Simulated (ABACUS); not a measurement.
**HgSe: equation of state with PBEsol**

**What was measured.**

“The pseudo-binary mercury chalcogenide alloy HgSe0.7S0.3 at high pressure: a mechanism of the zinc blende/cinnabar reconstructive phase transition”, 2002, arxiv:cond-mat/0209548 quotes, for a bulk crystal of HgSe: bulk modulus 51.6 ± 0.2 GPa.

The system is HgSe.

```xyz
2
Lattice="0.0000 3.0390 3.0390 3.0390 0.0000 3.0390 3.0390 3.0390 0.0000" Properties=species:S:1:pos:R:3 pbc="T T T"
Hg    0.0000    0.0000    0.0000
Se    4.5585    4.5585    4.5585
```

| Quantity | Value |
| --- | --- |
| Program | ABACUS 3.10.1 |
| Task | equation of state |
| Functional | PBEsol |
| Potentials or basis | PseudoDojo NC SR 0.4.1 PBEsol standard |
| Cutoff | 1184 eV |
| Density cutoff | 4735 eV |
| Basis | plane waves |
| k mesh | 8 × 8 × 8 |
| Occupations | fermi-dirac, width 0.05 eV |
| Spin | no spin polarisation |

```
Equilibrium volume                      : 28.80 Å³/atom
Bulk modulus                            : 52 GPa
Pressure derivative of the bulk modulus : 5.0
```

Energy against volume, from the lowest point:
```
volume (Å³/atom)  energy (meV/atom)
          26.383              39.01
          26.944              21.99
          27.505              10.19
          28.067               3.03
          28.628               0.00
          29.189               0.64
          29.751               4.54
```

All runs of the series together: 44 s on 4 threads of AMD EPYC 9R45 96-Core Processor (Zen 5), with other jobs on the host.

A measured bulk modulus of HgSe is 51.6 GPa (quoted in “The pseudo-binary mercury chalcogenide alloy HgSe0.7S0.3 at high pressure: a mechanism of the zinc blende/cinnabar reconstructive phase transition”, 2002, arxiv:cond-mat/0209548); the calculated 52 GPa misses it by +0.3 %. The fit is for a static lattice scaled at fixed shape and fixed fractional positions.

Spin-orbit coupling is left out, which matters for the levels of Hg.
